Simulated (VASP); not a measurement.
# SiC (Moissanite 3C) (F-43m) in VASP: notebook

One crystal, SiC (Moissanite 3C), is run at these levels: B3LYP, PBE; tasks: single point.

Everything below comes from runs of VASP 6.6.1. Logs are shortened: lines on timing, memory, paths and dates and some standing lists are left out, and cuts for length are marked.

**Measured values to compare with.**

From “Insight into the structural, elastic and electronic properties of a new orthorhombic 6O-SiC polytype”, 2020, pmc:7200658, for a bulk crystal of SiC: band gap 2.4 eV (indirect).

How close the calculation comes is told below.

## 1. The structure

It takes space group F-43m (No. 216, cubic). Conventional cell: a = 4.358 Å, b = 4.358 Å, c = 4.358 Å, α = 90.00°, β = 90.00°, γ = 90.00°. Si (site symmetry -43m) is surrounded by 4 C at 1.89 Å. C (site symmetry -43m) has 4 Si at 1.89 Å as nearest neighbours.

## 2. Single point, B3LYP (cell strained at random at fixed volume)

File run.py:

```python
from ase.calculators.vasp import Vasp
from ase.dft.bandgap import bandgap
from ase.io import read

atoms = read('SiC.xyz')
calc = Vasp(
    directory='calc',
    xc='b3lyp',
    pp='PBE',
    setups='recommended',
    prec='Accurate',
    encut=520,
    ediff=1e-07,
    ismear=0,
    sigma=0.01,
    lreal=False,
    lasph=True,
    nelm=60,
    algo='Normal',
    isif=2,
    lwave=False,
    lcharg=False,
    precfock='Fast',
    hfrcut=-1,
    kpts=[5, 5, 5],
    gamma=True,
)
atoms.calc = calc

print('energy (eV):', atoms.get_potential_energy())
print('free energy (eV):', atoms.get_potential_energy(force_consistent=True))
print('forces (eV/A):')
print(atoms.get_forces())
print('stress (eV/A^3, Voigt):', atoms.get_stress())
print('Fermi level (eV):', calc.get_fermi_level())
gap, top, bottom = bandgap(calc)
print('band gap (eV):', gap, 'from (spin, k, band)', top, 'to', bottom)
```

File SiC.xyz:

```xyz
2
Lattice="0.0147130000 2.2310500000 2.2110160000 2.2007630000 0.0156320000 2.2100970000 2.1470760000 2.1764430000 0.0693190000" Properties=species:S:1:pos:R:3 pbc="T T T"
Si     0.0000000000      0.0000000000      0.0000000000
C      3.2719140000      3.3173437500      3.3678240000
```

Potentials or basis: VASP PAW PBE potentials, release 64 (Si, C).

Run with:

```bash
$ python run.py
```

The log of the run:

```text
energy (eV): -16.5472988
free energy (eV): -16.5472988
forces (eV/A):
[[-0.26136207 -0.25806688  0.19307986]
 [ 0.26136207  0.25806688 -0.19307986]]
stress (eV/A^3, Voigt): [-0.03245519 -0.0080955  -0.02607748  0.05724795  0.05720613 -0.03355807]
Fermi level (eV): 7.69400539
band gap (eV): 3.2855 from (spin, k, band) (0, np.int64(0), np.int64(3)) to (0, np.int64(48), np.int64(4))
```

OUTCAR:

```text
AEXX = 0.200000
   ENCUT = 520.000000
   EDIFF = 1.00e-07
   GGA = B3
   PREC = Accurate
   PRECFOCK = Fast
   ISIF = 2
   ISMEAR = 0
   NELM = 60
   LASPH = .TRUE.
   LHFCALC = .TRUE.
   LREAL = .FALSE.

 ion  position               nearest neighbor table
   1  0.000  0.000  0.000-   2 1.84   2 1.90   2 1.90   2 1.92
   2  0.750  0.750  0.750-   1 1.84   1 1.90   1 1.90   1 1.92

  LATTYP: Found a triclinic cell.
 ALAT       =     3.0227173087
 B/A-ratio  =     1.4400613079
 C/A-ratio  =     1.0296620447
 COS(alpha) =     0.0007441930
 COS(beta)  =     0.5085545003
 COS(gamma) =     0.6975603013

  Lattice vectors:

 A1 = (  -2.1323630000,   0.0546070000,   2.1416970000)
 A2 = (   0.0684000000,   0.0702390000,   4.3517940000)
 A3 = (  -2.1860500000,   2.2154180000,   0.0009190000)

Analysis of symmetry for initial positions (statically):
=====================================================================
 Subroutine PRICEL returns:
 Original cell was already a primitive cell.

 Routine SETGRP: Setting up the symmetry group for a
 triclinic supercell.

 Subroutine GETGRP returns: Found  1 space group operations
 (whereof  1 operations were pure point group operations)
 out of a pool of  2 trial point group operations.

The static configuration has the point symmetry C_1 .

Analysis of symmetry for dynamics (positions and initial velocities):
=====================================================================
 Subroutine PRICEL returns:
 Original cell was already a primitive cell.

 Routine SETGRP: Setting up the symmetry group for a
 triclinic supercell.

 Subroutine GETGRP returns: Found  1 space group operations
 (whereof  1 operations were pure point group operations)
 out of a pool of  2 trial point group operations.

The dynamic configuration has the point symmetry C_1 .

 Subroutine INISYM returns: Found  1 space group operations
 (whereof  1 operations are pure point group operations),
 and found     1 'primitive' translations

----------------------------------------------------------------------------------------

                                     Primitive cell

  volume of cell :      20.6920

  direct lattice vectors                    reciprocal lattice vectors
     0.014713000  2.231050000  2.211016000    -0.232412298  0.221955339  0.229860853
     2.200763000  0.015632000  2.210097000     0.225087212 -0.229374063  0.229954598
     2.147076000  2.176443000  0.069319000     0.236626870  0.233588528 -0.237279683

  length of vectors
     3.141081395  3.118995173  3.058045880     0.395114744  0.395165574  0.408481975

  position of ions in fractional coordinates (direct lattice)
     0.000000000  0.000000000  0.000000000
     0.750000000  0.750000000  0.750000000

  ion indices of the primitive-cell ions
   primitive index   ion index
                 1           1
                 2           2

[... 51 lines left out ...]
  0.000000  0.400000  0.200000      2.000000
 [... further k-points ...]
   k-points           NKPTS =     63   k-points in BZ     NKDIM =    125   number of bands    NBANDS=      8
   number of dos      NEDOS =    301   number of ions     NIONS =      2
   total plane-waves  NPLWV =  13824
   dimension x,y,z NGX =    24 NGY =   24 NGZ =   24
   dimension x,y,z NGXF=    48 NGYF=   48 NGZF=   48
   ions per type =               1   1
   NGX,Y,Z   is equivalent  to a cutoff of  12.70, 12.79, 13.05 a.u.
   NGXF,Y,Z  is equivalent  to a cutoff of  25.40, 25.58, 26.09 a.u.
 SYSTEM =  unknown system
   PREC   = accura    normal or accurate (medium, high low for compatibility)
   ISTART =      0    job   : 0-new  1-cont  2-samecut
   ICHARG =      2    charge: 1-file 2-atom 10-const
   ISPIN  =      1    spin polarized calculation?
   LNONCOLLINEAR =      F non collinear calculations
   LSORBIT =      F    spin-orbit coupling
   LASPH  =      T    aspherical Exc in radial PAW
   ENCUT  =  520.0 eV  38.22 Ry    6.18 a.u.   5.84  5.80  5.69*2*pi/ulx,y,z
   NELM   =     60;   NELMIN=  2; NELMDL= -5     # of ELM steps
   EDIFF  = 0.1E-06   stopping-criterion for ELM
   LREAL  =      F    real-space projection
   EDIFFG = 0.1E-05   stopping-criterion for IOM
   NSW    =      0    number of steps for IOM
   IBRION =     -1    ionic relax: 0-MD 1-quasi-New 2-CG
   NFREE  =      0    steps in history (QN), initial steepest desc. (CG)
   ISIF   =      2    stress and relaxation
   ISYM   =      3    0-nonsym 1-usesym 2-fastsym
   POTIM  = 0.5000    time-step for ionic-motion
   TEBEG  =    0.0;   TEEND  =   0.0 temperature during run
   PSTRESS=    0.0 pullay stress
   NELECT =       8.0000    total number of electrons
   NUPDOWN=      -1.0000    fix difference up-down
   EMIN   =  10.00;   EMAX   =-10.00  energy-range for DOS
   EFERMI =   0.00;   METHOD = LEGACY
   ISMEAR =     0;   SIGMA  =   0.01  broadening in eV -4-tet -1-fermi 0-gaus
   EFERMI_NEDOS =   21; number of points for ismear=-14 and -15
   IALGO  =     38    algorithm
   IMIX   =      1    mixing-type and parameters
     AMIX     =   0.40;   BMIX     =  1.00
     AMIX_MAG =   1.60;   BMIX_MAG =  1.00
  volume/ion in A,a.u.               =      10.35        69.82
  Fermi-wavevector in a.u.,A,eV,Ry     =   1.192626  2.253736 19.352338  1.422357
  Thomas-Fermi vector in A             =   2.328660
   LORBIT       =      0    0 simple, 1 ext, 2 COOP (PROOUT), +10 PAW based schemes
   GGA     = B3    functional components
   LHFCALC =     T    Hartree Fock is set to
   PRECFOCK=fast      Normal, Fast or Accurate (Low or Medium for compatibility)
   ENCUT4O =  -1.0   cutoff for four orbital integrals eV
   NKREDX  =     1    reduce k-point grid by
   NKREDY  =     1    reduce k-point grid by
   NKREDZ  =     1    reduce k-point grid by
   AEXX    =    0.2000 exact exchange contribution
   HFSCREEN=    0.0000 screening length (either q_TF or 0.3 A-1)
   HFSCREENC=   0.0000 screening length for correlation (either q_TF or 0.3 A-1)
   ENCUTFOCK=  -1.0 apply spherical cutoff to Coloumb kernel
   IVDW    =     0    specifies the selected vdW correction
   LEPSILON=     F    determine dielectric tensor
   LRPA    =     F    only Hartree local field effects (RPA)
 non-spin polarized calculation
 Gauss-broadening in eV      SIGMA  =   0.01
  energy-cutoff  :      520.00
  volume of cell :       20.69
 maximum number of plane-waves:       568
  NGX = 14; NGY = 14; NGZ = 14

 number of electron       8.0000001 magnetization

 Free energy of the ion-electron system (eV)
  ---------------------------------------------------
  ext. energy  EPLUGINS =         0.00000000
  ---------------------------------------------------
  free energy    TOTEN  =       -16.54729880 eV

  energy without entropy =      -16.54729880  energy(sigma->0) =      -16.54729880

 E-fermi :   7.6940     XC(G=0):  -8.9446

 val. band max:        7.6382144064   @ k =   0.0000   0.0000   0.0000
 cond. band min:      10.9237108366   @ k =   0.0000   0.4000   0.4000
 fundamental gap:      3.2854964302
 Fermi energy:         7.6940053932

 k-point     1 :       0.0000    0.0000    0.0000
  band No.  band energies     occupation
      1      -9.0532      2.00000
      2       7.4165      2.00000
      3       7.4801      2.00000
      4       7.6382      2.00000
      5      15.2349      0.00000
      6      16.1573      0.00000
      7      16.3315      0.00000
      8      17.5551      0.00000
[... 243 lines left out ...]
 k-point    24 :       0.0000    0.4000    0.2000
  band No.  band energies     occupation
      1      -6.2301      2.00000
      2       1.4067      2.00000
      3       4.7538      2.00000
      4       5.1610      2.00000
      5      13.4375      0.00000
      6      17.1434      0.00000
      7      19.3551      0.00000
      8      19.8258      0.00000

 [... further k-points ...]

------------------------ aborting loop because EDIFF is reached ----------------------------------------

  FORCE on cell =-STRESS in cart. coord.  units (eV):
  Direction    XX          YY          ZZ          XY          YZ          ZX
  --------------------------------------------------------------------------------------
  -------------------------------------------------------------------------------------
  Total        0.6715613      0.1675117      0.5395939      0.6943819     -1.1845720     -1.1837066
  in kB       51.9989518     12.9704199     41.7807213     53.7659473    -91.7213337    -91.6543298
  external PRESSURE =      35.5833644 kB  Pullay stress =       0.0000000 kB

 VOLUME and BASIS-vectors are now :
 -----------------------------------------------------------------------------
  energy-cutoff  :      520.00
  volume of cell :       20.69
      direct lattice vectors                 reciprocal lattice vectors
     0.014713000  2.231050000  2.211016000    -0.232412298  0.221955339  0.229860853
     2.200763000  0.015632000  2.210097000     0.225087212 -0.229374063  0.229954598
     2.147076000  2.176443000  0.069319000     0.236626870  0.233588528 -0.237279683

 POSITION                                       TOTAL-FORCE (eV/Angst)
 -----------------------------------------------------------------------------------
      0.00000      0.00000      0.00000        -0.261362     -0.258067      0.193080
      3.27191      3.31734      3.36782         0.261362      0.258067     -0.193080
 -----------------------------------------------------------------------------------
    total drift:                               -0.000003     -0.000006      0.000005

  FREE ENERGIE OF THE ION-ELECTRON SYSTEM (eV)
  ---------------------------------------------------
  free  energy   TOTEN  =       -16.5472988027 eV

  energy  without entropy=      -16.5472988027  energy(sigma->0) =      -16.54729880
```

INCAR:

```text
AEXX = 0.200000
AGGAC = 0.810000
AGGAX = 0.720000
ALDAC = 0.190000
ENCUT = 520.000000
SIGMA = 0.010000
HFRCUT = -1.000000
EDIFF = 1.00e-07
ALGO = Normal
GGA = B3
PREC = Accurate
PRECFOCK = Fast
ISIF = 2
ISMEAR = 0
NELM = 60
LASPH = .TRUE.
LCHARG = .FALSE.
LHFCALC = .TRUE.
LWAVE = .FALSE.
LREAL = .FALSE.
```

Run time: 11 min. Hardware: 1 thread of AMD EPYC 7R43 (Zen 3), shared host; peak memory 0.1 GiB.

What came out:

```yaml
Free_energy: -16.5473 eV
Pressure: 3.6 GPa
Largest_force: 0.415 eV/Å
Band_gap_on_the_k_mesh: 3.29 eV, indirect (least direct gap 6.35 eV)
```

Forces on the atoms (eV/Å):
```
Si  -0.261 -0.258  0.193
C    0.261  0.258 -0.193
```

Caveat: the k mesh is coarse (spacing up to 0.51 Å⁻¹), so the values aren't converged, least of all with exact exchange; the PAW data sets were made with another functional, which shifts forces and pressure a little; an odd mesh through Γ misses points on the zone boundary, where band edges often lie.

## 3. Single point, PBE

File INCAR:

```
SYSTEM = SiC
PREC = Accurate ; ENCUT = 520
EDIFF = 1E-6 ; ISMEAR = 0
SIGMA = 0.03 ; LREAL = .FALSE.
LASPH = .TRUE. ; NELM = 100
ALGO = Normal ; ISIF = 2
LWAVE = .FALSE. ; LCHARG = .TRUE.
GGA = PE ; LELF = .TRUE.
LVHAR = .TRUE. ; NBANDS = 11
```

File KPOINTS:

```
Automatic mesh
0
G
  10 10 10
  0 0 0
```

File POSCAR:

```
SiC
1.0
    0.0000000000      2.1790000000      2.1790000000
    2.1790000000      0.0000000000      2.1790000000
    2.1790000000      2.1790000000      0.0000000000
Si C
1 1
Direct
    0.0000000000      0.0000000000      0.0000000000
    0.7500000000      0.7500000000      0.7500000000
```

Potentials or basis: VASP PAW PBE potentials, release 64 (Si, C).

Run with:

```bash
$ cat potpaw_PBE.64/Si/POTCAR potpaw_PBE.64/C/POTCAR > POTCAR
$ mpirun -np 1 vasp_std > vasp.out
```

Run time: 7 s. Hardware: 1 thread of Intel Xeon Platinum 8375C at 2.90GHz (Ice Lake), shared host; peak memory 0.14 GiB.

The run converged. Its results:

| Quantity | Value |
| --- | --- |
| Free energy | -15.0577 eV |
| Pressure | 3.2 GPa |
| Band gap on the k mesh | 1.36 eV, indirect (least direct gap 4.54 eV) |

Levels at points of the mesh, in eV from the valence-band top:
```
           k point  band 1  band 2  band 3  band 4  band 5  band 6  band 7  band 8
(0.00, 0.00, 0.00)  -15.40    0.00    0.00    0.00    6.23    7.31    7.31    7.31
(0.50, 0.00, 0.00)  -11.84   -8.53   -1.05   -1.05    5.43    7.23    7.23   10.05
(0.50, 0.50, 0.00)  -10.39   -7.79   -3.18   -3.18    1.36    4.32   14.04   14.04
```

## 4. The reference run

An earlier run on the cell as given: functional PBE; potentials or basis VASP PAW PBE potentials, release 64 (Si, C); cutoff 520 eV; k mesh 10 × 10 × 10; occupations fermi-dirac, width 0.05 eV; no spin polarisation.

* Pressure: 3.2 GPa
* Band gap on the k mesh: 1.36 eV, indirect (least direct gap 4.54 eV)

## 5. Summary

```csv
level,cell,k mesh,smearing,grid for exact exchange (PRECFOCK),exchange at q = 0,mesh quality,gap on the mesh (eV),pressure (GPa)
B3LYP,cell strained at random at fixed volume,5 × 5 × 5,gaussian 0.01 eV,Fast,truncated,coarse,3.29,3.6
PBE,as given,10 × 10 × 10,gaussian 0.03 eV,-,-,not flagged,1.36,3.2
PBE,as given,10 × 10 × 10,fermi-dirac 0.05 eV,-,-,not flagged,1.36,3.2
```

Alike in all rows: task single point; potentials or basis VASP PAW PBE potentials, release 64 (Si, C); no spin polarisation; cutoff (eV) 520.

Caveats: some runs use coarse meshes; the PAW data sets were made with another functional, which shifts forces and pressure a little (some runs); an odd mesh through Γ misses points on the zone boundary, where band edges often lie (some runs).

Total energies depend on the potentials used, so only differences within one code and one set of settings carry meaning.

## 6. How close it comes

Step 3. Against the measured gap of SiC, 2.4 eV (indirect; quoted in “Insight into the structural, elastic and electronic properties of a new orthorhombic 6O-SiC polytype”, 2020, pmc:7200658), the calculated 1.36 eV is off by -1.04 eV. The value is that of PBE on a finite k mesh, which can miss the band edges, without temperature or zero-point motion. Semilocal functionals fall short of measured gaps as a rule.
